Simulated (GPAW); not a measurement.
Write an ASE script for GPAW 26.7.0 that does the following.

* Task: single point
* Functional: PBEsol
* Potentials or basis: PAW data sets generated in the run's folder for this functional
* Cutoff: 800 eV
* Basis: pw
* k mesh: 10 × 10 × 5
* Occupations: fermi-dirac, width 0.05 eV
* Spin: no spin polarisation
* Maxiter: 150

Crystal: CuO (Tenorite).

```
Cu O
1.0
     2.34185   -1.71130    0.00000
     2.34185    1.71130    0.00000
    -0.85003    0.00000    5.05787
Cu O
2 2
Cartesian
  0.7459 -0.8557 2.5289
  1.1709 0.8557 0.0000
  1.7043 0.2793 3.7934
  2.1293 -0.2793 1.2645
```

These files were run (other wordings do the same):

run.py

```python
from ase import Atoms
from ase.dft.bandgap import bandgap
from ase.io import write
from ase.units import Bohr, GPa
from gpaw import GPAW, PW, setup_paths
from gpaw.elf import elf_from_dft_calculation

setup_paths.insert(0, '.')

atoms = Atoms(['Cu', 'Cu', 'O', 'O'],
              cell=[[2.34185, -1.7113, 0.0],
                    [2.34185, 1.7113, 0.0],
                    [-0.8500274268, 0.0, 5.0578693947]],
              scaled_positions=[[0.5, 0.0, 0.5],
                                [0.0, 0.5, 0.0],
                                [0.4184, 0.5816, 0.75],
                                [0.5816, 0.4184, 0.25]],
              pbc=True)

calc = GPAW(mode=PW(800),
            xc='PBEsol',
            kpts={'size': (10, 10, 5), 'gamma': True},
            occupations={'name': 'fermi-dirac', 'width': 0.05},
            nbands=33,
            convergence={'density': 1e-05, 'energy': 1e-05},
            maxiter=150,
            txt='gpaw.txt')
atoms.calc = calc
energy = atoms.get_potential_energy()
forces = atoms.get_forces()
stress = atoms.get_stress()
calc.write('gs.gpw')
write('result.traj', atoms)
print(f'Energy: {energy:.6f} eV')
print('Forces (eV/A):')
print(forces.round(4))
print('Stress (GPa):', (stress / GPa).round(3))
print('Fermi level:', round(calc.get_fermi_level(), 4), 'eV')
print(f'Gap: {bandgap(calc)[0]:.4f} eV, direct: {bandgap(calc, direct=True)[0]:.4f} eV')

# fields on the real-space grid
write('density.cube', atoms, data=calc.get_pseudo_density() * Bohr**3)
write('potential.cube', atoms, data=calc.get_electrostatic_potential())
write('elf.cube', atoms, data=elf_from_dft_calculation(calc).data)
```

Potentials or basis: PAW data sets generated in the run's folder for this functional, pw.

Run with:

```bash
$ gpaw-setup -f PBEsol Cu O
$ OMP_NUM_THREADS=1 python run.py
```

It gave:

```
Pressure               : -0.1 GPa
Largest force          : 0.265 eV/Å
Band gap on the k mesh : none (metal or under the smearing width)
```

Caveat: with this Cu data set, volumes or pressures lay over 1.5 % or 2 GPa off other programs in two to four cells of ten; the run has no spin polarisation, though such a crystal can be magnetic; semilocal functionals often make such compounds metallic where correlation or magnetic order opens a gap, which also shifts bond lengths.

It took 5.5 min on 1 thread of Intel(R) Xeon(R) Platinum 8259CL CPU @ 2.50GHz (Skylake/Cascade Lake), on a shared host, peak memory 0.56 GiB.
